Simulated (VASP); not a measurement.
# NCClH2 in VASP: further runs

One molecule, NCClH2, is run at these levels: PBE, optB88-vdW, RPBE, RPBE+D4; tasks: electron localisation function, single point.

Program: VASP 6.6.1. These are calculated values, not measurements. Logs are shortened: lines on timing, memory, paths and dates and some standing lists are left out, and cuts for length are marked.

**1. The structure**

The cell holds a molecule in a box, 5 atoms: a = 12.000 Å, b = 11.000 Å, c = 11.000 Å, α = 90.00°, β = 90.00°, γ = 90.00°.

**2. Electron localisation function, PBE**

Input file INCAR:

```
PREC = Accurate
ENCUT = 520
EDIFF = 1E-6
ISMEAR = 0
SIGMA = 0.01
LREAL = False
LASPH = True
NELM = 80
ALGO = Normal
ISIF = 2
LWAVE = False
LCHARG = True
GGA = PE
LELF = True
```

Input file KPOINTS:

```
regular mesh
0
Gamma
  1 1 1
```

Input file POSCAR:

```
H2CNCl
1.0
   12.0000000000      0.0000000000      0.0000000000
    0.0000000000     11.0000000000      0.0000000000
    0.0000000000      0.0000000000     11.0000000000
N C Cl H
1 1 1 2
Direct
    0.4334958300      0.4283136400      0.4688090900
    0.5164708300      0.4878227300      0.5023363600
    0.6224875000      0.4199590900      0.5843727300
    0.3796791700      0.4823863600      0.4218090900
    0.5340041700      0.5838590900      0.4866818200
```

Potentials or basis: VASP PAW PBE potentials, release 64 (N, C, Cl, H).

Run with:

```bash
cat potpaw_PBE.64/N/POTCAR potpaw_PBE.64/C/POTCAR potpaw_PBE.64/Cl/POTCAR potpaw_PBE.64/H/POTCAR > POTCAR
mpirun -np 1 vasp_gam > vasp.out
```

OUTCAR:

```text
PREC = Accurate
   ENCUT = 520
   EDIFF = 1E-6
   ISMEAR = 0
   LREAL = False
   LASPH = True
   NELM = 80
   ISIF = 2
   GGA = PE

 ion  position               nearest neighbor table
   1  0.433  0.428  0.469-   4 1.02   2 1.25
   2  0.516  0.488  0.502-   5 1.09   1 1.25   3 1.73
   3  0.622  0.420  0.584-   2 1.73
   4  0.380  0.482  0.422-   1 1.02
   5  0.534  0.584  0.487-   2 1.09

  LATTYP: Found a simple tetragonal cell.
 ALAT       =    11.0000000000
 C/A-ratio  =     1.0909090909

  Lattice vectors:

 A1 = (   0.0000000000,  11.0000000000,   0.0000000000)
 A2 = (   0.0000000000,   0.0000000000,  11.0000000000)
 A3 = (  12.0000000000,   0.0000000000,   0.0000000000)

Analysis of symmetry for initial positions (statically):
=====================================================================
 Subroutine PRICEL returns:
 Original cell was already a primitive cell.

 Routine SETGRP: Setting up the symmetry group for a
 simple tetragonal supercell.

 Subroutine GETGRP returns: Found  1 space group operations
 (whereof  1 operations were pure point group operations)
 out of a pool of 16 trial point group operations.

The static configuration has the point symmetry C_1 .

Analysis of symmetry for dynamics (positions and initial velocities):
=====================================================================
 Subroutine PRICEL returns:
 Original cell was already a primitive cell.

 Routine SETGRP: Setting up the symmetry group for a
 simple tetragonal supercell.

 Subroutine GETGRP returns: Found  1 space group operations
 (whereof  1 operations were pure point group operations)
 out of a pool of 16 trial point group operations.

The dynamic configuration has the point symmetry C_1 .

 Subroutine INISYM returns: Found  1 space group operations
 (whereof  1 operations are pure point group operations),
 and found     1 'primitive' translations

----------------------------------------------------------------------------------------

                                     Primitive cell

  volume of cell :    1452.0000

  direct lattice vectors                    reciprocal lattice vectors
    12.000000000  0.000000000  0.000000000     0.083333333  0.000000000  0.000000000
     0.000000000 11.000000000  0.000000000     0.000000000  0.090909091  0.000000000
     0.000000000  0.000000000 11.000000000     0.000000000  0.000000000  0.090909091

  length of vectors
[... 70 lines left out ...]
   ISIF   =      2    stress and relaxation
   ISYM   =      2    0-nonsym 1-usesym 2-fastsym
   POTIM  = 0.5000    time-step for ionic-motion
   TEBEG  =    0.0;   TEEND  =   0.0 temperature during run
   PSTRESS=    0.0 pullay stress
   NELECT =      18.0000    total number of electrons
   NUPDOWN=      -1.0000    fix difference up-down
   EMIN   =  10.00;   EMAX   =-10.00  energy-range for DOS
   EFERMI =   0.00;   METHOD = LEGACY
   ISMEAR =     0;   SIGMA  =   0.01  broadening in eV -4-tet -1-fermi 0-gaus
   EFERMI_NEDOS =   21; number of points for ismear=-14 and -15
   IALGO  =     38    algorithm
   IMIX   =      4    mixing-type and parameters
     AMIX     =   0.40;   BMIX     =  1.00
     AMIX_MAG =   1.60;   BMIX_MAG =  1.00
  volume/ion in A,a.u.               =     290.40      1959.72
  Fermi-wavevector in a.u.,A,eV,Ry     =   0.378887  0.715993  1.953193  0.143556
  Thomas-Fermi vector in A             =   1.312529
   LORBIT       =      0    0 simple, 1 ext, 2 COOP (PROOUT), +10 PAW based schemes
   GGA     = PE    functional components
   LHFCALC =     F    Hartree Fock is set to
   AEXX    =    0.0000 exact exchange contribution
   IVDW    =     0    specifies the selected vdW correction
   LEPSILON=     F    determine dielectric tensor
   LRPA    =     F    only Hartree local field effects (RPA)
 non-spin polarized calculation
 Gauss-broadening in eV      SIGMA  =   0.01
  energy-cutoff  :      520.00
  volume of cell :     1452.00
 maximum number of plane-waves:     19579
 NGX is ok and might be reduce to    90
   NGX = 45   NGY = 41   NGZ = 41

 number of electron      17.9999997 magnetization

 Free energy of the ion-electron system (eV)
  ---------------------------------------------------
  ext. energy  EPLUGINS =         0.00000000
  ---------------------------------------------------
  free energy    TOTEN  =       -26.27157727 eV

  energy without entropy =      -26.27157727  energy(sigma->0) =      -26.27157727

 E-fermi :  -6.7533     XC(G=0):  -0.7629

 val. band max:       -6.8199480455   @ k =   0.0000   0.0000   0.0000
 cond. band min:      -1.7155217525   @ k =   0.0000   0.0000   0.0000
 fundamental gap:      5.1044262930
 Fermi energy:        -6.7533187263

 k-point     1 :       0.0000    0.0000    0.0000
  band No.  band energies     occupation
      1     -23.5995      2.00000
      2     -21.0437      2.00000
      3     -14.8953      2.00000
      4     -13.1952      2.00000
      5     -10.8519      2.00000
      6      -9.6752      2.00000
      7      -7.6240      2.00000
      8      -7.2890      2.00000
      9      -6.8199      2.00000
     10      -1.7155      0.00000
     11      -0.5156      0.00000
     12      -0.2075      0.00000
     13       0.3780      0.00000

------------------------ aborting loop because EDIFF is reached ----------------------------------------

  FORCE on cell =-STRESS in cart. coord.  units (eV):
  Direction    XX          YY          ZZ          XY          YZ          ZX
  --------------------------------------------------------------------------------------
  -------------------------------------------------------------------------------------
  Total        1.2679567      0.6665452      0.3011435      0.3109018     -0.0347506      0.6464885
  in kB        1.3990989      0.7354846      0.3322901      0.3430578     -0.0383448      0.7133535
  external PRESSURE =       0.8222912 kB  Pullay stress =       0.0000000 kB

 VOLUME and BASIS-vectors are now :
 -----------------------------------------------------------------------------
  energy-cutoff  :      520.00
  volume of cell :     1452.00
      direct lattice vectors                 reciprocal lattice vectors
    12.000000000  0.000000000  0.000000000     0.083333333  0.000000000  0.000000000
     0.000000000 11.000000000  0.000000000     0.000000000  0.090909091  0.000000000
     0.000000000  0.000000000 11.000000000     0.000000000  0.000000000  0.090909091

 POSITION                                       TOTAL-FORCE (eV/Angst)
 -----------------------------------------------------------------------------------
      5.20195      4.71145      5.15690        -0.601014     -0.648638     -0.153958
      6.19765      5.36605      5.52570         0.559299      0.371333      0.205808
      7.46985      4.61955      6.42810         0.228714     -0.110917      0.156133
      4.55615      5.30625      4.63990        -0.258686      0.146627     -0.182031
      6.40805      6.42245      5.35350         0.071687      0.241595     -0.025953
 -----------------------------------------------------------------------------------
    total drift:                                0.000257     -0.000355      0.000205

  FREE ENERGIE OF THE ION-ELECTRON SYSTEM (eV)
  ---------------------------------------------------
  free  energy   TOTEN  =       -26.2715772673 eV

  energy  without entropy=      -26.2715772673  energy(sigma->0) =      -26.27157727
```

It took 81 s on 1 thread of Intel Xeon Platinum 8488C (Sapphire Rapids), shared host; peak memory 1.1 GiB.

What came out:

```
Free energy                     : -26.2716 eV
Largest force                   : 0.898 eV/Å
Gap between the frontier levels : 5.10 eV
```

Forces in eV/Å, atoms in the order of the input:
```
N   -0.601 -0.649 -0.154
C    0.559  0.371  0.206
Cl   0.229 -0.111  0.156
H   -0.259  0.147 -0.182
H    0.072  0.242 -0.026
```

Caveat: the standard files for N, O and F lose accuracy on very short bonds.

**3. Single point, optB88-vdW**

Input file INCAR:

```
SYSTEM = H2CNCl
PREC = Accurate
ENCUT = 520
EDIFF = 1E-6
ISMEAR = 0
SIGMA = 0.01
LREAL = .FALSE.
LASPH = .TRUE.
NELM = 80
ALGO = Normal
ISIF = 2
LWAVE = .FALSE.
LCHARG = .FALSE.
GGA = BO
LUSE_VDW = .TRUE.
AGGAC = 0.0
PARAM1 = 0.1833333333
PARAM2 = 0.22
NBANDS = 17
```

Input file KPOINTS:

```
regular mesh
0
G
  1 1 1
  0 0 0
```

POSCAR is that of step 2.

Potentials or basis: VASP PAW PBE potentials, release 64 (N, C, Cl, H).

Run with:

```bash
cat potpaw_PBE.64/N/POTCAR potpaw_PBE.64/C/POTCAR potpaw_PBE.64/Cl/POTCAR potpaw_PBE.64/H/POTCAR > POTCAR
mpirun -np 1 vasp_gam > vasp.out
```

Wall time 19 min (1 thread of Intel Xeon Platinum 8488C (Sapphire Rapids), shared host); peak memory 3.9 GiB.

The run converged. Its results:

```
Free energy                     : -21.3817 eV
Largest force                   : 0.650 eV/Å
Gap between the frontier levels : 5.14 eV
```

Forces in eV/Å, atoms in the order of the input:
```
N   -0.439 -0.465 -0.113
C    0.343  0.389  0.081
Cl   0.295 -0.165  0.206
H   -0.234  0.099 -0.155
H    0.036  0.142 -0.018
```

Levels at points of the mesh, in eV from the valence-band top:
| k point | band 5 | band 6 | band 7 | band 8 | band 9 | band 10 | band 11 | band 12 | band 13 | band 14 |
| --- | --- | --- | --- | --- | --- | --- | --- | --- | --- | --- |
| (0.00, 0.00, 0.00) | -4.00 | -2.78 | -0.76 | -0.42 | 0.00 | 5.14 | 6.26 | 6.60 | 7.18 | 7.50 |

Caveat: the standard files for N, O and F lose accuracy on very short bonds; the PAW data sets were made with another functional, which shifts forces and pressure a little.

(Continued in part 2 of 2.)
